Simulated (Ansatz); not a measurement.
PbS, h-MgO type was relaxed with 4 functionals in the PAW code Ansatz, cell and atoms free, the symmetry of the start kept (meshes: PBE 6×6×4, r2SCAN 6×6×4, PBEsol 6×6×4, LDA 6×6×4). Note: simulated data, non-magnetic, for a generated structure that need not be the stable one.

The r2SCAN result:
Space group P6_3/mmc (No. 194). a = 4.997 Å, b = 4.997 Å, c = 5.997 Å, α = 90.00°, β = 90.00°, γ = 120.00°
```tsv
atom	site	symmetry	x	y	z
Pb	2c	-6m2	0.3333	0.6667	0.2500
S	2d	-6m2	0.6667	0.3333	0.2500
```

Space group P6_3/mmc (No. 194), hexagonal; conventional cell a = 4.997 Å, c = 5.997 Å, 32.42 Å³ an atom. Pb is surrounded by 5 S at 2.89–3.00 Å; S is surrounded by 5 Pb at 2.89–3.00 Å.

Task: Order the functionals by the relaxed volume, smallest first.
A. PBE
B. r2SCAN
C. PBEsol
D. LDA

Result: D (30.48 Å³/atom), C (31.42 Å³/atom), B (32.42 Å³/atom), A (33.02 Å³/atom).

Task: How does the cell change with PBE?

Result: a = 5.026 Å, c = 6.038 Å; the volume differs by +1.8 % from r2SCAN's. Pb has 5 S at 2.90–3.02 Å; S has 5 Pb at 2.90–3.02 Å.

Task: What lattice does PBEsol give?

Result: a = 4.946 Å, c = 5.933 Å; the volume differs by -3.1 % from r2SCAN's. Around Pb lie 5 S at 2.86–2.97 Å; around S lie 5 Pb at 2.86–2.97 Å.

Task: Held at the r2SCAN cell, what mean stress do LDA and PBE find, and does its sign point to their own minimum?

Result: Yes. LDA -2.71 GPa, and its relaxed volume is -6.0 % from r2SCAN's; PBE +0.79 GPa, and its relaxed volume is +1.8 % from r2SCAN's. Compression counts positive, so a positive stress asks for a larger cell.
